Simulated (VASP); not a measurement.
# Li2O (Fm-3m) in VASP: a series of runs

One crystal, Li2O, is run at these levels: PBE, PBE+D3(BJ), PBEsol; tasks: relaxation of cell and atoms.

All numbers are computed with VASP 6.6.1; they aren't measurements. Logs are shortened: lines on timing, memory, paths and dates and some standing lists are left out, and cuts for length are marked.

## (1) The structure

The structure is cubic, space group Fm-3m (No. 225). The conventional cell has a = 4.627 Å, b = 4.627 Å, c = 4.627 Å, α = 90.00°, β = 90.00°, γ = 90.00°. Around Li (site symmetry -43m) lie 4 O at 2.00 Å. O (site symmetry m-3m) has 8 Li at 2.00 Å as nearest neighbours.

## (2) Relaxation of cell and atoms, PBE

INCAR

```
PREC = Accurate
ENCUT = 600
EDIFF = 1E-7
ISMEAR = 0
SIGMA = 0.02
LREAL = F
LASPH = T
NELM = 60
ALGO = Fast
ISIF = 3
LWAVE = F
LCHARG = F
GGA = PE
IBRION = 2
NSW = 90
EDIFFG = -0.005
```

KPOINTS

```
Automatic mesh
0
Gamma
  8 8 8
```

POSCAR

```
Li2O
1.0
    0.0000000000      2.3135000000      2.3135000000
    2.3135000000      0.0000000000      2.3135000000
    2.3135000000      2.3135000000      0.0000000000
Li O
2 1
Direct
    0.2500000000      0.2500000000      0.2500000000
    0.7500000000      0.7500000000      0.7500000000
    0.0000000000      0.0000000000      0.0000000000
```

Potentials or basis: VASP PAW PBE potentials, release 64 (Li_sv, O).

Started as:

```
> cat potpaw_PBE.64/Li_sv/POTCAR potpaw_PBE.64/O/POTCAR > POTCAR
> mpirun -np 1 vasp_std > vasp.out
```

OUTCAR:

```text
PREC = Accurate
   ENCUT = 600
   EDIFF = 1E-7
   ISMEAR = 0
   LREAL = F
   LASPH = T
   NELM = 60
   ISIF = 3
   GGA = PE
   IBRION = 2
   NSW = 90
   EDIFFG = -0.005

 ion  position               nearest neighbor table
   1  0.250  0.250  0.250-   3 2.00   3 2.00   3 2.00   3 2.00   2 2.31   2 2.31   2 2.31   2 2.31
                             2 2.31   2 2.31
   2  0.750  0.750  0.750-   3 2.00   3 2.00   3 2.00   3 2.00   1 2.31   1 2.31   1 2.31   1 2.31
                             1 2.31   1 2.31
   3  0.000  0.000  0.000-   2 2.00   2 2.00   2 2.00   1 2.00   2 2.00   1 2.00   1 2.00   1 2.00

  LATTYP: Found a face centered cubic cell.
 ALAT       =     4.6270000000

  Lattice vectors:

 A1 = (   0.0000000000,   2.3135000000,   2.3135000000)
 A2 = (   2.3135000000,   0.0000000000,   2.3135000000)
 A3 = (   2.3135000000,   2.3135000000,   0.0000000000)

Analysis of symmetry for initial positions (statically):
=====================================================================
 Subroutine PRICEL returns:
 Original cell was already a primitive cell.

 Routine SETGRP: Setting up the symmetry group for a
 face centered cubic supercell.

 Subroutine GETGRP returns: Found 48 space group operations
 (whereof 48 operations were pure point group operations)
 out of a pool of 48 trial point group operations.

The static configuration has the point symmetry O_h .

Analysis of symmetry for dynamics (positions and initial velocities):
=====================================================================
 Subroutine PRICEL returns:
 Original cell was already a primitive cell.

 Routine SETGRP: Setting up the symmetry group for a
 face centered cubic supercell.

 Subroutine GETGRP returns: Found 48 space group operations
 (whereof 48 operations were pure point group operations)
 out of a pool of 48 trial point group operations.

The dynamic configuration has the point symmetry O_h .

 Subroutine INISYM returns: Found 48 space group operations
 (whereof 48 operations are pure point group operations),
 and found     1 'primitive' translations

----------------------------------------------------------------------------------------

                                     Primitive cell

  volume of cell :      24.7650

  direct lattice vectors                    reciprocal lattice vectors
     0.000000000  2.313500000  2.313500000    -0.216122758  0.216122758  0.216122758
     2.313500000  0.000000000  2.313500000     0.216122758 -0.216122758  0.216122758
     2.313500000  2.313500000  0.000000000     0.216122758  0.216122758 -0.216122758

[... 109 lines left out ...]
   LORBIT       =      0    0 simple, 1 ext, 2 COOP (PROOUT), +10 PAW based schemes
   GGA     = PE    functional components
   LHFCALC =     F    Hartree Fock is set to
   AEXX    =    0.0000 exact exchange contribution
   IVDW    =     0    specifies the selected vdW correction
   LEPSILON=     F    determine dielectric tensor
   LRPA    =     F    only Hartree local field effects (RPA)
 conjugate gradient relaxation of ions
 non-spin polarized calculation
 RMM-DIIS sequential band-by-band and
 Gauss-broadening in eV      SIGMA  =   0.02
  energy-cutoff  :      600.00
  volume of cell :       24.77
 maximum number of plane-waves:       869
 NGX is ok and might be reduce to    28
   NGX = 13   NGY = 13   NGZ = 13

--------------------------------------- Ionic step        1  -------------------------------------------

 number of electron      11.9999999 magnetization

 Free energy of the ion-electron system (eV)
  ---------------------------------------------------
  ext. energy  EPLUGINS =         0.00000000
  ---------------------------------------------------
  free energy    TOTEN  =       -14.35033679 eV

  energy without entropy =      -14.35033679  energy(sigma->0) =      -14.35033679

------------------------ aborting loop because EDIFF is reached ----------------------------------------

  FORCE on cell =-STRESS in cart. coord.  units (eV):
  Direction    XX          YY          ZZ          XY          YZ          ZX
  --------------------------------------------------------------------------------------
  -------------------------------------------------------------------------------------
  Total       -0.0566407     -0.0566407     -0.0566407      0.0000000     -0.0000000      0.0000000
  in kB       -3.6643812     -3.6643812     -3.6643812      0.0000000     -0.0000000      0.0000000
  external PRESSURE =      -3.6643812 kB  Pullay stress =       0.0000000 kB
[... 98 lines left out ...]
--------------------------------------- Ionic step        4  -------------------------------------------

 number of electron      12.0000000 magnetization

 Free energy of the ion-electron system (eV)
  ---------------------------------------------------
  ext. energy  EPLUGINS =         0.00000000
  ---------------------------------------------------
  free energy    TOTEN  =       -14.35046467 eV

  energy without entropy =      -14.35046467  energy(sigma->0) =      -14.35046467

 E-fermi :   1.4368     XC(G=0):  -9.7519

 val. band max:        1.3376586495   @ k =   0.0000   0.0000   0.0000
 cond. band min:       6.3118737470   @ k =   0.5000   0.5000   0.0000
 fundamental gap:      4.9742150975
 Fermi energy:         1.4367576362

 k-point     1 :       0.0000    0.0000    0.0000
  band No.  band energies     occupation
      1     -41.6526      2.00000
      2     -41.3228      2.00000
      3     -14.1108      2.00000
      4       1.3377      2.00000
      5       1.3377      2.00000
      6       1.3377      2.00000
      7       6.6119      0.00000
      8      13.2709      0.00000
      9      13.2709      0.00000
     10      13.2709      0.00000
[... 287 lines left out ...]
 k-point    24 :      -0.3750    0.2500    0.1250
  band No.  band energies     occupation
      1     -41.4723      2.00000
      2     -41.4717      2.00000
      3     -13.8569      2.00000
      4      -1.1162      2.00000
      5       0.3353      2.00000
      6       0.5317      2.00000
      7       9.2889      0.00000
      8      11.5919      0.00000
      9      14.3960      0.00000
     10      14.7511      0.00000

 [... further k-points ...]

------------------------ aborting loop because EDIFF is reached ----------------------------------------

  FORCE on cell =-STRESS in cart. coord.  units (eV):
  Direction    XX          YY          ZZ          XY          YZ          ZX
  --------------------------------------------------------------------------------------
  -------------------------------------------------------------------------------------
  Total        0.0012765      0.0012765      0.0012765      0.0000000      0.0000000     -0.0000000
  in kB        0.0829744      0.0829744      0.0829744      0.0000000      0.0000000     -0.0000000
  external PRESSURE =       0.0829744 kB  Pullay stress =       0.0000000 kB
[... 18 lines left out ...]
  FREE ENERGIE OF THE ION-ELECTRON SYSTEM (eV)
  ---------------------------------------------------
  free  energy   TOTEN  =       -14.3504646714 eV

  energy  without entropy=      -14.3504646714  energy(sigma->0) =      -14.35046467

 reached required accuracy - stopping structural energy minimisation
```

CONTCAR:

```text
Li2O
   1.00000000000000
     0.0000000000000000    2.3098536389081334    2.3098536389081334
     2.3098536389081334   -0.0000000000000000    2.3098536389081334
     2.3098536389081334    2.3098536389081334    0.0000000000000000
  Li              O
     2     1
Direct
     0.2500000000000000    0.2500000000000000    0.2500000000000000
     0.7500000000000000    0.7500000000000000    0.7500000000000000
     0.0000000000000000    0.0000000000000000    0.0000000000000000

  0.00000000E+00  0.00000000E+00  0.00000000E+00
  0.00000000E+00  0.00000000E+00  0.00000000E+00
  0.00000000E+00  0.00000000E+00  0.00000000E+00
```

It took 58 s on 1 thread of Intel Xeon Platinum 8375C at 2.90GHz (Ice Lake), shared host; peak memory 0.15 GiB.

What came out:

```yaml
Free_energy: -14.3505 eV
Relaxed_volume: 8.22 Å³/atom
Relaxed_cell: a = 3.267 Å, b = 3.267 Å, c = 3.267 Å, α = 60.00°, β = 60.00°, γ = 60.00°
Space_group_after_relaxing_to_0.05_Å: Fm-3m (No. 225)
Energy_gained_by_relaxing: 0.0 meV/atom
Ionic_steps: 4
Pressure_after_relaxing: 0.0 GPa
Band_gap_on_the_k_mesh: 4.97 eV, indirect (least direct gap 5.27 eV)
```

The path:
| step | energy change (eV) | largest force (eV/Å) | pressure (GPa) | volume (Å³) |
| --- | --- | --- | --- | --- |
| 1 | 0.0000 | 0.0000 | -0.37 | 24.77 |
| 2 | -0.0001 | 0.0000 | -0.16 | 24.70 |
| 3 | -0.0001 | 0.0000 | 0.16 | 24.60 |
| 4 | -0.0001 | 0.0000 | 0.01 | 24.65 |

Final structure:
```yaml
crystal:
  lattice:
    - [0.00000, 2.30985, 2.30985]
    - [2.30985, 0.00000, 2.30985]
    - [2.30985, 2.30985, 0.00000]
  atoms:
    - { symbol: Li, position: [0.25000, 0.25000, 0.25000] }
    - { symbol: Li, position: [0.75000, 0.75000, 0.75000] }
    - { symbol: O, position: [0.00000, 0.00000, 0.00000] }
```

Caveat: the cutoff is under 1.25 times the usual one of these potentials, so pressure, stress and relaxed cells hold a basis-set (Pulay) error. PBE gaps usually lie below the measured ones, often by a third to a half.

## (3) Relaxation of cell and atoms, PBE+D3(BJ)

INCAR, as its differences from that of step 2:

```diff
@@ -13,2 +13,3 @@
 GGA = PE
+IVDW = 12
 IBRION = 2
```

KPOINTS is that of step 2.

POSCAR is that of step 2.

Potentials or basis: VASP PAW PBE potentials, release 64 (Li_sv, O).

Started as:

```
> cat potpaw_PBE.64/Li_sv/POTCAR potpaw_PBE.64/O/POTCAR > POTCAR
> mpirun -np 1 vasp_std > vasp.out
```

Run time: 62 s. Hardware: 1 thread of Intel Xeon Platinum 8375C at 2.90GHz (Ice Lake), shared host; peak memory 0.16 GiB.

It converged, with:

* Free energy: -15.1706 eV
* Relaxed volume: 7.69 Å³/atom
* Relaxed cell: a = 3.195 Å, b = 3.195 Å, c = 3.195 Å, α = 60.00°, β = 60.00°, γ = 60.00°
* Space group after relaxing (to 0.05 Å): Fm-3m (No. 225)
* Energy gained by relaxing: 10.5 meV/atom
* Ionic steps: 4
* Pressure after relaxing: 0.0 GPa
* Band gap on the k mesh: 5.10 eV, indirect (least direct gap 5.78 eV)
* Dispersion energy per atom: -0.283 eV

The path:
```csv
step,energy change (eV),largest force (eV/Å),pressure (GPa),volume (Å³)
1,0.0000,0.0000,-5.61,24.77
2,-0.0262,0.0000,-2.49,23.74
3,-0.0316,0.0000,-0.12,23.10
4,-0.0316,0.0000,0.00,23.06
```

Final structure:
```yaml
crystal:
  lattice:
    - [0.00000, 2.25927, 2.25927]
    - [2.25927, 0.00000, 2.25927]
    - [2.25927, 2.25927, 0.00000]
  atoms:
    - { symbol: Li, position: [0.25000, 0.25000, 0.25000] }
    - { symbol: Li, position: [0.75000, 0.75000, 0.75000] }
    - { symbol: O, position: [0.00000, 0.00000, 0.00000] }
```

Levels at points of the mesh, in eV from the valence-band top:
| k point | band 2 | band 3 | band 4 | band 5 | band 6 | band 7 | band 8 | band 9 | band 10 |
| --- | --- | --- | --- | --- | --- | --- | --- | --- | --- |
| (0.00, 0.00, 0.00) | -42.47 | -15.56 | 0.00 | 0.00 | 0.00 | 5.78 | 12.32 | 12.32 | 12.32 |
| (0.50, 0.00, 0.00) | -42.65 | -15.33 | -2.93 | -0.48 | -0.48 | 9.65 | 10.50 | 12.43 | 12.43 |
| (0.50, 0.50, 0.00) | -42.58 | -15.28 | -1.65 | -1.50 | -1.50 | 5.10 | 14.17 | 14.17 | 15.62 |

Caveat: the cutoff is under 1.25 times the usual one of these potentials, so pressure, stress and relaxed cells hold a basis-set (Pulay) error. Expect the measured gap to be larger: semilocal functionals such as PBE lack the derivative discontinuity.

## (4) Relaxation of cell and atoms, PBEsol

INCAR

```
PREC = Accurate
ENCUT = 300
EDIFF = 1E-7
ISMEAR = 0
SIGMA = 0.02
LREAL = F
LASPH = T
NELM = 60
ALGO = Fast
ISIF = 3
LWAVE = F
LCHARG = F
GGA = PS
IBRION = 2
NSW = 90
EDIFFG = -0.005
```

KPOINTS is that of step 3.

POSCAR is that of step 3.

Potentials or basis: VASP PAW PBE potentials, release 64 (Li_sv, O).

Started as:

```
> cat potpaw_PBE.64/Li_sv/POTCAR potpaw_PBE.64/O/POTCAR > POTCAR
> mpirun -np 1 vasp_std > vasp.out
```

OUTCAR:

```text
PREC = Accurate
   ENCUT = 300
   EDIFF = 1E-7
   ISMEAR = 0
   LREAL = F
   LASPH = T
   NELM = 60
   ISIF = 3
   GGA = PS
   IBRION = 2
   NSW = 90
   EDIFFG = -0.005

 ion  position               nearest neighbor table
   1  0.250  0.250  0.250-   3 2.00   3 2.00   3 2.00   3 2.00   2 2.31   2 2.31   2 2.31   2 2.31
                             2 2.31   2 2.31
   2  0.750  0.750  0.750-   3 2.00   3 2.00   3 2.00   3 2.00   1 2.31   1 2.31   1 2.31   1 2.31
                             1 2.31   1 2.31
   3  0.000  0.000  0.000-   2 2.00   2 2.00   2 2.00   1 2.00   2 2.00   1 2.00   1 2.00   1 2.00

  LATTYP: Found a face centered cubic cell.
 ALAT       =     4.6270000000

  Lattice vectors:

 A1 = (   0.0000000000,   2.3135000000,   2.3135000000)
 A2 = (   2.3135000000,   0.0000000000,   2.3135000000)
 A3 = (   2.3135000000,   2.3135000000,   0.0000000000)

Analysis of symmetry for initial positions (statically):
[... 192 lines left out ...]
      4       1.4408      2.00000
      5       1.4408      2.00000
      6       1.4408      2.00000
      7       7.5582      0.00000
      8      13.0495      0.00000
      9      13.0495      0.00000
     10      13.0495      0.00000
[... 372 lines left out ...]
--------------------------------------- Ionic step        3  -------------------------------------------

 number of electron      12.0000026 magnetization

 Free energy of the ion-electron system (eV)
  ---------------------------------------------------
  ext. energy  EPLUGINS =         0.00000000
  ---------------------------------------------------
  free energy    TOTEN  =       -16.46862252 eV

  energy without entropy =      -16.46862252  energy(sigma->0) =      -16.46862252

 E-fermi :   3.0001     XC(G=0): -11.0681

 val. band max:        2.9015099124   @ k =   0.0000   0.0000   0.0000
 cond. band min:       8.0570469662   @ k =   0.5000   0.5000   0.0000
 fundamental gap:      5.1555370538
 Fermi energy:         3.0001390332

 k-point     1 :       0.0000    0.0000    0.0000
  band No.  band energies     occupation
      1     -39.4791      2.00000
      2     -38.7160      2.00000
      3     -12.7194      2.00000
      4       2.9015      2.00000
      5       2.9015      2.00000
      6       2.9015      2.00000
      7      10.6787      0.00000
      8      16.0465      0.00000
      9      16.0465      0.00000
     10      16.0467      0.00000
[... 329 lines left out ...]
  FREE ENERGIE OF THE ION-ELECTRON SYSTEM (eV)
  ---------------------------------------------------
  free  energy   TOTEN  =       -16.4686225246 eV

  energy  without entropy=      -16.4686225246  energy(sigma->0) =      -16.46862252

 reached required accuracy - stopping structural energy minimisation
```

It took 26 s on 1 thread of Intel Xeon Platinum 8375C at 2.90GHz (Ice Lake), shared host; peak memory 0.11 GiB.

The run converged, but a check on its numbers failed (symmetry, net force, bounds or a known fault of this set-up), so they aren't taken as properties of the crystal.

Caveat: the cutoff lies under the usual one of these potentials, so the numbers hold a large basis-set error; the volume moved by over 15 % at a fixed basis, so the end points are rough; the PAW data sets were made with another functional, which shifts forces and pressure a little; the volume moved by -23 % from the deposited cell, more than functionals usually miss.
